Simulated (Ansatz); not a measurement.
Runs of Ansatz 0.2.0 on BN. The cell holds a sheet with vacuum, 2 atoms: a = 2.512 Å, b = 2.512 Å, c = 23.902 Å, α = 90.00°, β = 90.00°, γ = 120.00°. The cell was built by a generator and needn't be a form met in nature.

```csv
task,level,cutoff (eV),basis error allowed,gap on the mesh (eV),work function (eV)
work function,LDA,477,0.002 eV/atom,4.54,3.87
projected density of states,PBE,475,0.002 eV/atom,4.66,3.50
single point,PBE,520,0.001 eV/atom,4.66,-
work function,PBE,475,0.002 eV/atom,4.66,3.50
work function,PBEsol,475,0.002 eV/atom,4.62,(a)
```

Alike in all rows: potentials or basis all-electron LAPW, scalar-relativistic; no spin polarisation; cell as given; k mesh 12 × 12 × 1; smearing fermi-dirac 0.05 eV.

**Question.** Fill in the values left out.

**Answer.** (a) 3.61.

A k mesh can miss the band edges.
